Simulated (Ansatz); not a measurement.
In2O3: 113In NMR of the central transition

Cell: a structure deposited in the COD, ions relaxed with PBE at fixed cell.

Space group R-3c:H (No. 167); a = 5.4870, c = 14.5100 Å, γ = 120.00°.

| site | Wyckoff | site symmetry | x | y | z |
| --- | --- | --- | --- | --- | --- |
| In | 12c | 3. | 0.0000 | 0.0000 | 0.8579 |
| O | 18e | .2 | 0.9626 | 0.3333 | 0.0833 |

One atom of each set is listed; the run and its k-mesh use a cell of 10 atoms with edges of 5.78, 5.78, 5.78 Å.

The numbers come from a DFT calculation in Ansatz (PBE, plane waves and PAW, scalar-relativistic, 420 eV cutoff, Γ-centred 4×4×4 k-points, Fermi–Dirac smearing 0.02 eV).

113In has I = 9/2 and Q = 761.0 mb (Pyykkö 2018); at 14.1 T its Larmor frequency is ν₀ = 132.0 MHz (from the bare nuclear moment; shielding lowers the observed one by a per cent or two). Only the quadrupole interaction is simulated: positions count from each site's isotropic chemical shift, and shift anisotropy, dipolar and J coupling are left out.

Problem. What does the 113In spectrum (static powder) show for each site?

Solution. 

```tsv
site	first shell	C_Q (MHz)	η	P_Q (MHz)	δ_QIS (ppm)	breadth (kHz)
In	6 O at 2.12–2.26 Å	88.6	0.00	88.6	-625	430
```

δ_QIS = −(ν_Q²/30ν₀²)[I(I+1) − 3/4](1 + η²/3) × 10⁶ ppm with ν_Q = 3|C_Q|/[2I(2I−1)]; it falls as 1/B₀² in ppm, and the breadth as 1/B₀ in kHz.

An axis of threefold or higher order runs through In, so V_zz lies along it and η is zero.

At this cell the PBE pressure is 8 GPa, so with PBE the cell would grow if it were relaxed. Without spin–orbit coupling (the program notes it for In) the gradients are little affected as a rule: paired runs on crystals with a gap mostly move them by under 2 % at such atoms.
